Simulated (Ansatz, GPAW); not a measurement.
# The equilibrium volume of KTaO3, sorted by core time

```cif
data_structure
_symmetry_space_group_name_H-M 'Pm-3m'
_symmetry_Int_Tables_number 221
_cell_length_a 3.9883
_cell_length_b 3.9883
_cell_length_c 3.9883
_cell_angle_alpha 90.000
_cell_angle_beta 90.000
_cell_angle_gamma 90.000
_cell_volume 63.44
loop_
_atom_site_label
_atom_site_type_symbol
_atom_site_symmetry_multiplicity
_atom_site_Wyckoff_symbol
_atom_site_fract_x
_atom_site_fract_y
_atom_site_fract_z
_atom_site_occupancy
Ta1 Ta 1 a 0.00000 0.00000 0.00000 1
K1 K 1 b 0.50000 0.50000 0.50000 1
O1 O 3 d 0.00000 0.00000 0.50000 1
```

```tsv
rung	level	program and potentials	cutoff (eV)	k mesh	smearing	core time	chip	equilibrium volume (Å³/atom)	miss	notes
GGA + dispersion	BLYP+D3(BJ)	GPAW, PAW data sets generated for this functional	800	6 × 6 × 6	fermi-dirac 0.05	2.3 min	Intel Xeon 6975P-C Granite Rapids	12.81	+0.9 %	-
GGA + dispersion	PBEsol+D3(zero damping)	GPAW, PAW data sets generated for this functional	800	6 × 6 × 6	fermi-dirac 0.05	2.8 min	Intel Xeon 6975P-C Granite Rapids	12.59	-0.8 %	-
GGA + dispersion	PBE+D4	GPAW, GPAW PAW data sets (gpaw-data 1.2.1)	800	6 × 6 × 6	fermi-dirac 0.05	3 min	Intel Xeon 6975P-C Granite Rapids	12.96	+2.1 %	-
non-local van der Waals functional	BEEF-vdW	GPAW, GPAW PAW data sets (gpaw-data 1.2.1)	800	6 × 6 × 6	fermi-dirac 0.05	3 min	Intel Xeon 6975P-C Granite Rapids	13.23	+4.3 %	potentials made for PBE
GGA	PBE	Ansatz, all-electron LAPW, scalar-relativistic	-	7 × 7 × 7	fermi-dirac 0.05	5.1 min	Intel Xeon	13.04	+2.8 %	-
GGA + dispersion	PBEsol+D3(BJ)	GPAW, PAW data sets generated for this functional	800	6 × 6 × 6	fermi-dirac 0.05	5.3 min	Arm Neoverse V1	(a)	?	-
GGA + dispersion	revPBE+D3(BJ)	GPAW, the program's PAW data sets (release 1.2.1) made for this functional	800	6 × 6 × 6	fermi-dirac 0.05	5.6 min	Arm Neoverse V1	12.96	+2.1 %	-
GGA	PBE	GPAW, GPAW PAW data sets (gpaw-data 1.2.1)	800	7 × 7 × 7	fermi-dirac 0.05	8.4 min	Arm Neoverse N1	(b)	?	-
```

Times are single runs on shared hosts and different chips, so they are rough; meshes, cutoffs and the tasks' sizes weigh on the time. Task: equation of state. All rows: no spin polarisation. Smearing widths are in eV. Meshes differ between rows, which moves values too. Meshes are those of the run's cell of 5 atoms unless a note names another. Misses use the values as printed. Runs on faulty files, with rough fits or with known faults for this quantity aren't shown. No row holds spin-orbit coupling.

Measured: 12.69 Å³/atom (arxiv:2208.05712). The runs are for a static lattice.

Problem. Estimate the values left out from the other rows.

Solution. (a) 12.51 Å³/atom, miss -1.4 %; (b) 13.09 Å³/atom, miss +3.2 %.
